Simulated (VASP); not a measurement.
# AlN (P6_3mc) in VASP: Born charges and dielectric tensor with LDA

Aim: the Born charges and dielectric tensor of AlN with LDA.

Everything below comes from runs of VASP 6.6.1. Logs are shortened: lines on timing, memory, paths and dates and some standing lists are left out, and cuts for length are marked.

**Experimental background.**

From “Self-assembly of well-separated AlN nanowires directly on sputtered metallic TiN films”, 2019, arxiv:1910.07391, for a bulk crystal of AlN at 10 K: band gap 6.034 eV (an exciton energy, a little under the gap).

The results are compared with them further down.

### Step 1. The crystal as given

The structure is hexagonal, space group P6_3mc (No. 186). The conventional cell has a = 3.091 Å, b = 3.091 Å, c = 4.948 Å, α = 90.00°, β = 90.00°, γ = 120.00°. Al (site symmetry 3m) has 4 N at 1.88 to 1.89 Å as nearest neighbours. N (site symmetry 3m) has 4 Al at 1.88 to 1.89 Å as nearest neighbours.

The cell is a database's computed one.

### Step 2. Born charges and dielectric tensor, LDA

File INCAR:

```
PREC = Accurate ; ENCUT = 600
EDIFF = 1E-8 ; ISMEAR = 0
SIGMA = 0.02 ; LREAL = F
LASPH = T ; NELM = 100
ALGO = Normal ; ISIF = 2
LWAVE = F ; LCHARG = F
LEPSILON = T ; IBRION = 8
NSW = 1
```

File KPOINTS:

```
regular mesh
0
Gamma
  12 12 6
```

File POSCAR:

```
AlN
1.0
    3.0911900000      0.0000000000      0.0000000000
   -1.5456000000      2.6770500000      0.0000000000
    0.0000000000      0.0000000000      4.9480200000
Al N
2 2
Direct
    0.6666700000      0.3333300000      0.4990400000
    0.3333300000      0.6666700000      0.9990400000
    0.6666700000      0.3333300000      0.8809600000
    0.3333300000      0.6666700000      0.3809600000
```

Potentials or basis: VASP PAW LDA potentials, release 64 (Al, N).

The run is started by

```sh
> cat potpaw_LDA.64/Al/POTCAR potpaw_LDA.64/N/POTCAR > POTCAR
> mpirun -np 1 vasp_std > vasp.out
```

OUTCAR:

```text
PREC = Accurate
   ENCUT = 600
   EDIFF = 1E-8
   ISMEAR = 0
   LREAL = F
   LASPH = T
   NELM = 100
   ISIF = 2
   LEPSILON = T
   IBRION = 8
   NSW = 1

 ion  position               nearest neighbor table
   1  0.667  0.333  0.499-   4 1.88   4 1.88   4 1.88   3 1.89   2 3.05   2 3.05   2 3.05   2 3.05
                             2 3.05   2 3.05
   2  0.333  0.667  0.999-   3 1.88   3 1.88   3 1.88   4 1.89   1 3.05   1 3.05   1 3.05   1 3.05
                             1 3.05   1 3.05
   3  0.667  0.333  0.881-   2 1.88   2 1.88   2 1.88   1 1.89
   4  0.333  0.667  0.381-   1 1.88   1 1.88   1 1.88   2 1.89

  LATTYP: Found a hexagonal cell.
 ALAT       =     3.0911900000
 C/A-ratio  =     1.6006845260

  Lattice vectors:

 A1 = (   3.0911900000,   0.0000000000,   0.0000000000)
 A2 = (  -1.5456000000,   2.6770500000,   0.0000000000)
 A3 = (   0.0000000000,   0.0000000000,   4.9480200000)

Analysis of symmetry for initial positions (statically):
=====================================================================
 Subroutine PRICEL returns:
 Original cell was already a primitive cell.

 Routine SETGRP: Setting up the symmetry group for a
 hexagonal supercell.

 Subroutine GETGRP returns: Found  4 space group operations
 (whereof  2 operations were pure point group operations)
 out of a pool of 24 trial point group operations.

The static configuration has the point symmetry C_1h.
 The point group associated with its full space group is C_2v.

Analysis of symmetry for dynamics (positions and initial velocities):
=====================================================================
 Subroutine PRICEL returns:
 Original cell was already a primitive cell.

 Routine SETGRP: Setting up the symmetry group for a
 hexagonal supercell.

 Subroutine GETGRP returns: Found  4 space group operations
 (whereof  2 operations were pure point group operations)
 out of a pool of 24 trial point group operations.

The dynamic configuration has the point symmetry C_1h.
 The point group associated with its full space group is C_2v.

 Subroutine INISYM returns: Found  4 space group operations
 (whereof  2 operations are pure point group operations),
 and found     1 'primitive' translations

----------------------------------------------------------------------------------------

                                     Primitive cell

  volume of cell :      40.9462

  direct lattice vectors                    reciprocal lattice vectors
     3.091190000  0.000000000  0.000000000     0.323500011  0.186773358  0.000000000
    -1.545600000  2.677050000  0.000000000     0.000000000  0.373545507  0.000000000
     0.000000000  0.000000000  4.948020000     0.000000000  0.000000000  0.202101042

  length of vectors
     3.091190000  3.091193307  4.948020000     0.373545907  0.373545507  0.202101042

  position of ions in fractional coordinates (direct lattice)
     0.666670000  0.333330000  0.499040000
     0.333330000  0.666670000  0.999040000
     0.666670000  0.333330000  0.880960000
     0.333330000  0.666670000  0.380960000

  ion indices of the primitive-cell ions
[... 556 lines left out ...]
    -0.00000  0.00000 -0.37959

[... ionic steps 4 to 9 ...]

--------------------------------------- Ionic step       10  -------------------------------------------

------------------------ aborting loop because EDIFF is reached ----------------------------------------

[... ionic steps 11 to 11 ...]

--------------------------------------- Ionic step       12  -------------------------------------------

 Free energy of the ion-electron system (eV)
  ---------------------------------------------------
  ---------------------------------------------------
  free energy    TOTEN  =        -0.25065372 eV

  energy without entropy =       -0.25065372

------------------------ aborting loop because EDIFF is reached ----------------------------------------

 INTERNAL STRAIN TENSOR  FOR ION    3  DIRECTION 3   (eV/Angst):
 -----------------------------------------------------------------------------
     5.90231  0.00332  0.00905
     0.00332  5.90616 -0.00523
     0.00211 -0.00122-13.07302

 MACROSCOPIC STATIC DIELECTRIC TENSOR (including local field effects in DFT)
 ------------------------------------------------------
           4.400531    -0.000030     0.000000
          -0.000030     4.400509     0.000000
           0.000000     0.000000     4.623286
 ------------------------------------------------------

 PIEZOELECTRIC TENSOR (including local field effects)  for field in x, y, z        (e  Angst)
          XX          YY          ZZ          XY          YZ          ZX
  --------------------------------------------------------------------------------
  x     0.00000     0.00000     0.00000     0.00000    -0.00001     0.85483
  y     0.00000     0.00000     0.00000     0.00000     0.85482    -0.00001
  z     0.65370     0.65370    -0.97010    -0.00000     0.00000     0.00000

 PIEZOELECTRIC TENSOR (including local field effects)  for field in x, y, z        (C/m^2)
          XX          YY          ZZ          XY          YZ          ZX
  --------------------------------------------------------------------------------
  x     0.00000     0.00000     0.00000     0.00000    -0.00000     0.33448
  y     0.00000     0.00000     0.00000     0.00000     0.33448    -0.00000
  z     0.25579     0.25578    -0.37959    -0.00000     0.00000     0.00000

 BORN EFFECTIVE CHARGES (including local field effects) (in |e|, cummulative output)
 ---------------------------------------------------------------------------------
 ion    1
    1     2.50978    -0.00000    -0.00000
    2    -0.00000     2.50978     0.00000
    3     0.00001    -0.00001     2.67199
 ion    2
    1     2.50978    -0.00000     0.00000
    2    -0.00000     2.50978    -0.00000
    3    -0.00001     0.00001     2.67199
 ion    3
    1    -2.50978     0.00000     0.00001
    2     0.00000    -2.50978    -0.00000
    3     0.00001    -0.00000    -2.67199
 ion    4
    1    -2.50978     0.00000    -0.00001
    2     0.00000    -2.50978     0.00000
    3    -0.00001     0.00000    -2.67199

 INTERNAL STRAIN TENSOR FOR ION    4 for displacements in x,y,z  (eV/Angst):
          X           Y           Z          XY          YZ          ZX
  --------------------------------------------------------------------------------
  x    -0.00167    -0.00222    -0.00014   -11.06933     0.00179     5.61828
  y   -11.11542    11.11770     0.00008     0.08248     5.67005     0.00051
  z     5.90231     5.90616   -13.07302     0.00332     0.00122    -0.00905

 SECOND DERIVATIVES (NOT SYMMETRIZED)
 ------------------------------------
               1X          1Y          1Z          2X          2Y          2Z          3X          3Y          3Z          4X          4Y          4Z
  1X   -16.438846   -0.001687    0.000705    0.672945    0.000432    0.000322    1.488282   -0.000342   -0.000279   14.277619    0.001596   -0.000749
  1Y    -0.001687  -16.440840   -0.000407    0.000432    0.673446   -0.000186   -0.000342    1.487892    0.000161    0.001596   14.279503    0.000432
  1Z    -0.000741    0.000428  -21.838977   -0.001303    0.000752    8.621464    0.002196   -0.001268    6.725611   -0.000152    0.000088    6.491902
  2X     0.672945    0.000432   -0.000322  -16.438846   -0.001687   -0.000705   14.277619    0.001596    0.000749    1.488282   -0.000342    0.000279
  2Y     0.000432    0.673446    0.000186   -0.001687  -16.440840    0.000407    0.001596   14.279503   -0.000432   -0.000342    1.487892   -0.000161
  2Z     0.001303   -0.000752    8.621464    0.000741   -0.000428  -21.838977    0.000152   -0.000088    6.491902   -0.002196    0.001268    6.725611
  3X     1.490045   -0.000476    0.000355   14.278349    0.001832    0.000835  -16.513221   -0.002106   -0.000957    0.744827    0.000749   -0.000233
  3Y    -0.000476    1.489500   -0.000205    0.001832   14.280506   -0.000482   -0.002106  -16.515700    0.000552    0.000749    0.745694    0.000135
  3Z    -0.000010    0.000006    6.694194    0.000891   -0.000515    6.517998   -0.000340    0.000196  -20.408084   -0.000542    0.000313    7.195891
  4X    14.278349    0.001832   -0.000835    1.490045   -0.000476   -0.000355    0.744827    0.000749    0.000233  -16.513221   -0.002106    0.000957
  4Y     0.001832   14.280506    0.000482   -0.000476    1.489500    0.000205    0.000749    0.745694   -0.000135   -0.002106  -16.515700   -0.000552
  4Z    -0.000891    0.000515    6.517998    0.000010   -0.000006    6.694194    0.000542   -0.000313    7.195891    0.000340   -0.000196  -20.408084

 Eigenvectors and eigenvalues of the dynamical matrix
 ----------------------------------------------------

   1 f  =   21.951871 THz   137.927676 2PiTHz  732.235612 cm-1    90.785605 meV
             X         Y         Z           dx          dy          dz
      1.545609  0.892341  2.469260     0.000105   -0.000061    0.008847
     -0.000019  1.784709  4.943270     0.000105   -0.000061   -0.008847
      1.545609  0.892341  4.359008    -0.000149    0.000086   -0.707051
     -0.000019  1.784709  1.884998    -0.000149    0.000086    0.707051
[... 71 lines left out ...]
  12 f/i=    0.002288 THz     0.014378 2PiTHz    0.076328 cm-1     0.009464 meV
             X         Y         Z           dx          dy          dz
      1.545609  0.892341  2.469260    -0.000084    0.000048    0.573704
     -0.000019  1.784709  4.943270     0.000084   -0.000048    0.573704
      1.545609  0.892341  4.359008     0.000075   -0.000043    0.413357
     -0.000019  1.784709  1.884998    -0.000075    0.000043    0.413357

--------------------------------------------------------------------------------------------------------

 MACROSCOPIC STATIC DIELECTRIC TENSOR IONIC CONTRIBUTION
 ------------------------------------------------------
           3.531027    -0.000306    -0.000000
          -0.000306     3.530684    -0.000000
          -0.000000    -0.000000     4.775177
 ------------------------------------------------------

 ELASTIC MODULI CONTR FROM IONIC RELAXATION (kBar)
 Direction    XX          YY          ZZ          XY          YZ          ZX
 --------------------------------------------------------------------------------
 XX        -777.1897    362.4340    459.2906      6.8294     -0.0000     -0.0000
 YY         362.4340   -775.7046    457.3734     -5.5394      0.0000      0.0000
 ZZ         459.2906    457.3734  -1014.7902     -1.6614     -0.0000     -0.0000
 XY           6.8294     -5.5394     -1.6614   -562.6411     -0.0000     -0.0000
 YZ          -0.0000      0.0000     -0.0000     -0.0000   -149.9065     -0.5724
 ZX          -0.0000      0.0000     -0.0000     -0.0000     -0.5724   -154.2858
 --------------------------------------------------------------------------------

 PIEZOELECTRIC TENSOR IONIC CONTR  for field in x, y, z        (C/m^2)
          XX          YY          ZZ          XY          YZ          ZX
  --------------------------------------------------------------------------------
  x    -0.00000     0.00000    -0.00000    -0.00000    -0.00240    -0.69452
  y    -0.00000     0.00000    -0.00000    -0.00000    -0.68455    -0.00013
  z    -0.93743    -0.93364     2.07136     0.00328     0.00000     0.00000
```

Run time: 14 min. Hardware: 1 thread of Intel Xeon 6975P-C (Granite Rapids), shared host; peak memory 0.69 GiB.

Results:

```yaml
Band_gap_on_the_k_mesh: 4.40 eV, direct
Electronic_dielectric_tensor_diagonal: 4.40, 4.40, 4.62
Born_charges_mean_of_the_diagonal: Al +2.56; N -2.56 e
Highest_phonon_frequency_at_Γ_LO-TO_splitting_left_out: 732 cm⁻¹
```

Phonon frequencies in cm⁻¹ (negative: imaginary):
```csv
q point,frequencies
"(0.000, 0.000, 0.000)",0 0 0 239 239 554 624 671 671 682 682 732
```

Electronic dielectric tensor:
```
4.40 0.00 0.00
0.00 4.40 0.00
0.00 0.00 4.62
```

Born effective charge tensors (e):
atom 1, Al
```
2.51 0.00 0.00
0.00 2.51 0.00
0.00 0.00 2.67
```
atom 2, Al
```
2.51 0.00 0.00
0.00 2.51 0.00
0.00 0.00 2.67
```
atom 3, N
```
-2.51  0.00  0.00
 0.00 -2.51  0.00
 0.00  0.00 -2.67
```
atom 4, N
```
-2.51  0.00  0.00
 0.00 -2.51  0.00
 0.00  0.00 -2.67
```

### Step 3. Comparison with measurements

Step 2. Against the measured gap of AlN, 6.034 eV (an exciton energy, a little under the gap; 10 K; quoted in “Self-assembly of well-separated AlN nanowires directly on sputtered metallic TiN films”, 2019, arxiv:1910.07391), the calculated 4.40 eV is off by -1.63 eV. 2 values of this kind are on record (6.034 to 6.0343 eV); this one was drawn at random. The value is that of LDA on a finite k mesh, which can miss the band edges, without temperature or zero-point motion. Semilocal functionals fall short of measured gaps as a rule. The cell is a database's relaxed one, not the measured one, which moves gaps too.
